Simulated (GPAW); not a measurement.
Runs of GPAW 26.7.0 on Al2Cu. The structure is tetragonal, space group I4/mmm (No. 139). The conventional cell has a = 4.061 Å, b = 4.061 Å, c = 5.702 Å, α = 90.00°, β = 90.00°, γ = 90.00°. Around Cu (site symmetry 4/mmm) lie 8 Al at 2.48 Å. Al (site symmetry -4m2) has 4 Cu at 2.48 Å and 2 Al at 2.85 Å as nearest neighbours. The cell comes from a database or a generator and needn't be the stable form of this composition.

```tsv
level	gap on the mesh (eV)	pressure (GPa)	relaxed volume (Å³/atom)
PBEsol+D3(BJ)	none	-0.1	15.21
PBEsol+D3	none	-0.1	(b)
PBEsol+D3(BJ)+ATM	none	-0.1	15.29
PBEsol	none	-0.1	(a)
PBEsol+D4	none	-0.1	15.42
```

Alike in all rows: task relaxation of cell and atoms; potentials or basis PAW data sets generated in the run's folder for this functional, pw; no spin polarisation; cell relaxed; k mesh 8 × 8 × 8; cutoff (eV) 600; smearing fermi-dirac 0.05 eV.

Task: Estimate the missing entries.

Result: (a) 15.73; (b) 15.30.

Caveats: with this Cu data set, volumes or pressures lay over 1.5 % or 2 GPa off other programs in two to four cells of ten; later steps reuse the first step's grids; pairwise dispersion overbinds metals, which lowers pressure and volume (some runs).

A gap of «none» marks a metal or a gap under the smearing width.
